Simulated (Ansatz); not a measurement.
Molecular dynamics of Ba

input.yaml

```yaml
accuracy: low
crystal:
  lattice:
    - [15.06, 0.0, 0.0]
    - [0.0, 15.06, 0.0]
    - [0.0, 0.0, 17.02]
  atoms:
    - { symbol: Ba, position: [0.0, 0.0, 0.05875442] }
    - { symbol: Ba, position: [0.33333333, 0.0, 0.05875442] }
    - { symbol: Ba, position: [0.66666667, 0.0, 0.05875442] }
    - { symbol: Ba, position: [0.0, 0.33333333, 0.05875442] }
    - { symbol: Ba, position: [0.33333333, 0.33333333, 0.05875442] }
    - { symbol: Ba, position: [0.66666667, 0.33333333, 0.05875442] }
    - { symbol: Ba, position: [0.0, 0.66666667, 0.05875442] }
    - { symbol: Ba, position: [0.33333333, 0.66666667, 0.05875442] }
    - { symbol: Ba, position: [0.66666667, 0.66666667, 0.05875442] }
    - { symbol: Ba, position: [0.16666667, 0.16666667, 0.20622797] }
    - { symbol: Ba, position: [0.5, 0.16666667, 0.20622797] }
    - { symbol: Ba, position: [0.83333333, 0.16666667, 0.20622797] }
    - { symbol: Ba, position: [0.16666667, 0.5, 0.20622797] }
    - { symbol: Ba, position: [0.5, 0.5, 0.20622797] }
    - { symbol: Ba, position: [0.83333333, 0.5, 0.20622797] }
    - { symbol: Ba, position: [0.16666667, 0.83333333, 0.20622797] }
    - { symbol: Ba, position: [0.5, 0.83333333, 0.20622797] }
    - { symbol: Ba, position: [0.83333333, 0.83333333, 0.20622797] }
    - { symbol: Ba, position: [0.0, 0.0, 0.35370152] }
    - { symbol: Ba, position: [0.33333333, 0.0, 0.35370152] }
    - { symbol: Ba, position: [0.66666667, 0.0, 0.35370152] }
    - { symbol: Ba, position: [0.0, 0.33333333, 0.35370152] }
    - { symbol: Ba, position: [0.33333333, 0.33333333, 0.35370152] }
    - { symbol: Ba, position: [0.66666667, 0.33333333, 0.35370152] }
    - { symbol: Ba, position: [0.0, 0.66666667, 0.35370152] }
    - { symbol: Ba, position: [0.33333333, 0.66666667, 0.35370152] }
    - { symbol: Ba, position: [0.66666667, 0.66666667, 0.35370152] }
basis:
  ecutwfc: 420.0
kpoints:
  mp_grid: { grid: [1, 1, 1] }
hamiltonian:
  xc: pbe
  dispersion: d3bj
scf:
  occupations: { method: fermi_dirac, width: 0.05 }
  lower_state_search: "off"
md:
  timestep: 3
  n_steps: 90
  ensemble: nve
  temperature: 600.0
  initial_velocities: maxwell_boltzmann
  seed: 429237
  constraints: [{ sites: [0, 1, 2, 3, 4, 5, 6, 7, 8] }]
```

Command:

```bash
$ ansatz run input.yaml --threads 4 --pin off --max-ram 10240MiB --backend cpu --events-out ev --progress --plain --runs-dir out
```

It starts from a relaxed structure.

Output, in part (one step line in 2):

```
md step     0: t =     0.00 fs  T =   600.0 K  F+E_penalty+E_count = -160630.97627663 eV  E_kin = 1.396008 eV  conserved = -160629.58026864 eV  (9 SCF iters)
md step     2: t =     6.00 fs  T =   598.8 K  F+E_penalty+E_count = -160630.97343728 eV  E_kin = 1.393173 eV  conserved = -160629.58026474 eV  (7 SCF iters)
md step     4: t =    12.00 fs  T =   594.2 K  F+E_penalty+E_count = -160630.96267947 eV  E_kin = 1.382419 eV  conserved = -160629.58026014 eV  (7 SCF iters)
md step     6: t =    18.00 fs  T =   586.3 K  F+E_penalty+E_count = -160630.94427940 eV  E_kin = 1.364026 eV  conserved = -160629.58025332 eV  (3 SCF iters)
md step     8: t =    24.00 fs  T =   575.2 K  F+E_penalty+E_count = -160630.91863318 eV  E_kin = 1.338389 eV  conserved = -160629.58024464 eV  (3 SCF iters)
md step    10: t =    30.00 fs  T =   561.3 K  F+E_penalty+E_count = -160630.88624709 eV  E_kin = 1.306013 eV  conserved = -160629.58023452 eV  (7 SCF iters)
md step    12: t =    36.00 fs  T =   544.8 K  F+E_penalty+E_count = -160630.84772610 eV  E_kin = 1.267503 eV  conserved = -160629.58022321 eV  (2 SCF iters)
md step    14: t =    42.00 fs  T =   525.9 K  F+E_penalty+E_count = -160630.80376112 eV  E_kin = 1.223551 eV  conserved = -160629.58021036 eV  (2 SCF iters)
md step    16: t =    48.00 fs  T =   505.0 K  F+E_penalty+E_count = -160630.75511502 eV  E_kin = 1.174918 eV  conserved = -160629.58019701 eV  (3 SCF iters)
md step    18: t =    54.00 fs  T =   482.4 K  F+E_penalty+E_count = -160630.70260766 eV  E_kin = 1.122425 eV  conserved = -160629.58018305 eV  (2 SCF iters)
md step    20: t =    60.00 fs  T =   458.6 K  F+E_penalty+E_count = -160630.64710012 eV  E_kin = 1.066931 eV  conserved = -160629.58016882 eV  (7 SCF iters)
md step    22: t =    66.00 fs  T =   433.8 K  F+E_penalty+E_count = -160630.58947854 eV  E_kin = 1.009324 eV  conserved = -160629.58015462 eV  (3 SCF iters)
md step    24: t =    72.00 fs  T =   408.5 K  F+E_penalty+E_count = -160630.53063769 eV  E_kin = 0.950498 eV  conserved = -160629.58013981 eV  (3 SCF iters)
md step    26: t =    78.00 fs  T =   383.1 K  F+E_penalty+E_count = -160630.47146481 eV  E_kin = 0.891339 eV  conserved = -160629.58012556 eV  (2 SCF iters)
md step    28: t =    84.00 fs  T =   357.9 K  F+E_penalty+E_count = -160630.41282395 eV  E_kin = 0.832711 eV  conserved = -160629.58011255 eV  (2 SCF iters)
md step    30: t =    90.00 fs  T =   333.3 K  F+E_penalty+E_count = -160630.35554101 eV  E_kin = 0.775441 eV  conserved = -160629.58010028 eV  (7 SCF iters)
md step    32: t =    96.00 fs  T =   309.6 K  F+E_penalty+E_count = -160630.30039017 eV  E_kin = 0.720301 eV  conserved = -160629.58008924 eV  (2 SCF iters)
md step    34: t =   102.00 fs  T =   287.1 K  F+E_penalty+E_count = -160630.24808164 eV  E_kin = 0.668003 eV  conserved = -160629.58007899 eV  (2 SCF iters)
md step    36: t =   108.00 fs  T =   266.1 K  F+E_penalty+E_count = -160630.19925117 eV  E_kin = 0.619181 eV  conserved = -160629.58007010 eV  (3 SCF iters)
md step    38: t =   114.00 fs  T =   246.9 K  F+E_penalty+E_count = -160630.15445140 eV  E_kin = 0.574389 eV  conserved = -160629.58006271 eV  (2 SCF iters)
md step    40: t =   120.00 fs  T =   229.5 K  F+E_penalty+E_count = -160630.11414518 eV  E_kin = 0.534088 eV  conserved = -160629.58005688 eV  (7 SCF iters)
md step    42: t =   126.00 fs  T =   214.3 K  F+E_penalty+E_count = -160630.07870078 eV  E_kin = 0.498648 eV  conserved = -160629.58005281 eV  (2 SCF iters)
md step    44: t =   132.00 fs  T =   201.3 K  F+E_penalty+E_count = -160630.04838914 eV  E_kin = 0.468339 eV  conserved = -160629.58004997 eV  (3 SCF iters)
md step    46: t =   138.00 fs  T =   190.5 K  F+E_penalty+E_count = -160630.02338307 eV  E_kin = 0.443335 eV  conserved = -160629.58004845 eV  (3 SCF iters)
md step    48: t =   144.00 fs  T =   182.1 K  F+E_penalty+E_count = -160630.00375810 eV  E_kin = 0.423710 eV  conserved = -160629.58004844 eV  (3 SCF iters)
md step    50: t =   150.00 fs  T =   176.0 K  F+E_penalty+E_count = -160629.98949525 eV  E_kin = 0.409445 eV  conserved = -160629.58004990 eV  (6 SCF iters)
md step    52: t =   156.00 fs  T =   172.1 K  F+E_penalty+E_count = -160629.98048519 eV  E_kin = 0.400432 eV  conserved = -160629.58005285 eV  (2 SCF iters)
md step    54: t =   162.00 fs  T =   170.4 K  F+E_penalty+E_count = -160629.97653399 eV  E_kin = 0.396477 eV  conserved = -160629.58005684 eV  (2 SCF iters)
md step    56: t =   168.00 fs  T =   170.8 K  F+E_penalty+E_count = -160629.97736996 eV  E_kin = 0.397308 eV  conserved = -160629.58006202 eV  (3 SCF iters)
md step    58: t =   174.00 fs  T =   173.0 K  F+E_penalty+E_count = -160629.98265187 eV  E_kin = 0.402584 eV  conserved = -160629.58006806 eV  (3 SCF iters)
md step    60: t =   180.00 fs  T =   177.0 K  F+E_penalty+E_count = -160629.99197784 eV  E_kin = 0.411903 eV  conserved = -160629.58007495 eV  (7 SCF iters)
md step    62: t =   186.00 fs  T =   182.6 K  F+E_penalty+E_count = -160630.00489503 eV  E_kin = 0.424812 eV  conserved = -160629.58008255 eV  (3 SCF iters)
md step    64: t =   192.00 fs  T =   189.5 K  F+E_penalty+E_count = -160630.02090970 eV  E_kin = 0.440819 eV  conserved = -160629.58009045 eV  (3 SCF iters)
md step    66: t =   198.00 fs  T =   197.4 K  F+E_penalty+E_count = -160630.03949758 eV  E_kin = 0.459399 eV  conserved = -160629.58009856 eV  (2 SCF iters)
md step    68: t =   204.00 fs  T =   206.3 K  F+E_penalty+E_count = -160630.06011420 eV  E_kin = 0.480007 eV  conserved = -160629.58010712 eV  (2 SCF iters)
md step    70: t =   210.00 fs  T =   215.8 K  F+E_penalty+E_count = -160630.08220495 eV  E_kin = 0.502089 eV  conserved = -160629.58011579 eV  (7 SCF iters)
md step    72: t =   216.00 fs  T =   225.7 K  F+E_penalty+E_count = -160630.10521481 eV  E_kin = 0.525090 eV  conserved = -160629.58012453 eV  (2 SCF iters)
md step    74: t =   222.00 fs  T =   235.7 K  F+E_penalty+E_count = -160630.12859756 eV  E_kin = 0.548465 eV  conserved = -160629.58013233 eV  (2 SCF iters)
md step    76: t =   228.00 fs  T =   245.7 K  F+E_penalty+E_count = -160630.15182423 eV  E_kin = 0.571685 eV  conserved = -160629.58013970 eV  (3 SCF iters)
md step    78: t =   234.00 fs  T =   255.4 K  F+E_penalty+E_count = -160630.17439089 eV  E_kin = 0.594244 eV  conserved = -160629.58014674 eV  (2 SCF iters)
md step    80: t =   240.00 fs  T =   264.6 K  F+E_penalty+E_count = -160630.19582574 eV  E_kin = 0.615672 eV  conserved = -160629.58015348 eV  (7 SCF iters)
md step    82: t =   246.00 fs  T =   273.2 K  F+E_penalty+E_count = -160630.21569538 eV  E_kin = 0.635536 eV  conserved = -160629.58015932 eV  (3 SCF iters)
md step    84: t =   252.00 fs  T =   280.8 K  F+E_penalty+E_count = -160630.23361034 eV  E_kin = 0.653447 eV  conserved = -160629.58016382 eV  (2 SCF iters)
md step    86: t =   258.00 fs  T =   287.6 K  F+E_penalty+E_count = -160630.24922985 eV  E_kin = 0.669062 eV  conserved = -160629.58016755 eV  (2 SCF iters)
md step    88: t =   264.00 fs  T =   293.2 K  F+E_penalty+E_count = -160630.26226576 eV  E_kin = 0.682095 eV  conserved = -160629.58017090 eV  (3 SCF iters)
md step    90: t =   270.00 fs  T =   297.6 K  F+E_penalty+E_count = -160630.27248584 eV  E_kin = 0.692313 eV  conserved = -160629.58017280 eV  (7 SCF iters)
```

All steps were run. The conserved energy stayed within 0.0082 meV per atom of its start (net change 0.0036 meV per atom), so the integration is sound. A run of 0.27 ps of so small a system gives no equilibrium averages. Limits of this set-up: coarse k mesh, thin slab, slab without dipole correction, a typed lattice constant that wasn't relaxed here, low accuracy level.

Mean squared displacements from the first frame to the last: Ba 0.15 Å².

Last frame:

```xyz
27
Lattice="15.0600 0.0000 0.0000 0.0000 15.0600 0.0000 0.0000 0.0000 17.0200" Properties=species:S:1:pos:R:3
Ba 0.000 0.000 1.000
Ba 5.020 0.000 1.000
Ba 10.040 0.000 1.000
Ba 0.000 5.020 1.000
Ba 5.020 5.020 1.000
Ba 10.040 5.020 1.000
Ba 0.000 10.040 1.000
Ba 5.020 10.040 1.000
Ba 10.040 10.040 1.000
Ba 2.589 2.671 3.766
Ba 7.505 2.449 3.661
Ba 12.490 2.381 3.742
Ba 2.389 7.578 3.363
Ba 7.346 7.190 3.479
Ba 12.349 7.566 3.513
Ba 2.406 12.260 3.406
Ba 7.555 12.623 3.509
Ba 12.303 12.202 3.849
Ba 0.091 -0.402 6.089
Ba 4.568 -0.704 6.080
Ba 9.809 -0.067 6.393
Ba -0.333 5.283 5.918
Ba 4.650 5.653 6.517
Ba 9.848 5.173 6.284
Ba 0.249 9.845 6.291
Ba 4.920 9.972 5.940
Ba 9.206 9.773 6.322
```

The run took 16 min on 4 threads of Intel(R) Xeon(R) Platinum 8259CL CPU @ 2.50GHz (Skylake/Cascade Lake) (shared host), peak memory 2.9 GiB.
